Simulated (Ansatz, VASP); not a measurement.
Two plane-wave programs on SnSe

```xyz
2
Lattice="0.0000 3.0889 3.0021 3.0889 0.0000 3.0021 3.0889 3.0889 0.0000" Properties=species:S:1:pos:R:3 pbc="T T T"
Sn    0.0000    0.0000    0.0000
Se    3.0889    3.0889    3.0021
```

Change from the starting cell: biaxial_xy strain +2.9%.

Alike in both runs: task single point; functional r2SCAN; k mesh 8 × 8 × 8; occupations fermi-dirac, width 0.02 eV; no spin polarisation.

```csv
,VASP,Ansatz
version,VASP 6.6.1,Ansatz 0.2.0
potentials or method,"VASP PAW PBE potentials, release 64 (Sn_d, Se)","plane waves, PAW"
plane-wave cutoff (eV),520,500
valence electrons in the cell,20,30
```

Ansatz gave:

* pressure (GPa): -2.4
* largest component of the traceless stress (GPa): 1.93

Estimate VASP's values.

pressure (GPa): -2.4; largest component of the traceless stress (GPa): 1.94.

The functional is the same, so the differences come from potentials, cutoffs and numerics. The two sets of potentials don't hold the same shells in valence.

Caveats: the PAW data sets were made with another functional, which shifts forces and pressure a little (VASP). A k mesh can miss the band edges.
